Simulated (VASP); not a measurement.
VASP inputs for GaN (strained database structure)

INCAR

```
NBANDS = 16
NELM = 120
ISIF = 2
LREAL = .FALSE.
LWAVE = .FALSE.
ISMEAR = 0
ALGO = Normal
LCHARG = .FALSE.
ENCUT = 520
SIGMA = 0.01
EDIFF = 1E-7
PREC = Accurate
NSW = 0
LASPH = .TRUE.
METAGGA = R2SCAN
IBRION = -1
```

KPOINTS

```
KPOINTS created by Atomic Simulation Environment
0
Gamma
10 10 10
0 0 0
```

KPOINTS_OPT

```
special points
6
Reciprocal
0.0000000000 0.0000000000 0.0000000000 1
-0.5000000000 -0.5000000000 0.0000000000 1
-0.3750000000 -0.3750000000 0.2500000000 1
-0.3750000000 0.0000000000 0.3750000000 1
0.0000000000 0.0000000000 0.5000000000 1
-0.5000000000 -0.2500000000 0.2500000000 1
```

POSCAR

```
Ga N
 1.0000000000000000
     0.0000000000000000    2.2489526240000002    2.3834399908999999
     2.2489526240000002    0.0000000000000000    2.3834399908999999
     2.2489526240000002    2.2489526240000002    0.0000000000000000
 Ga  N
   1   1
Cartesian
  0.0000000000000000  0.0000000000000000  0.0000000000000000
  3.3734289360000003  3.3734289360000003  3.5751599863500001
```

VASP ran with the recommended PBE PAW datasets (18 valence electrons in the cell).

Q: What does this run give?

A: gap between bands v and c 1.66 eV; least direct gap 1.66 eV; pressure -9.4 GPa.

Band v is the last that the valence electrons fill when counted band by band, and c is the next. Levels in eV from the top of v:

```csv
point,v−1,v,c,c+1
Γ,0.00,0.00,1.66,10.53
X,-2.40,-2.40,3.91,7.40
K,-4.13,-2.32,5.10,7.81
L,-1.25,-0.80,4.61,9.07
W,-3.62,-3.53,6.66,8.44
```
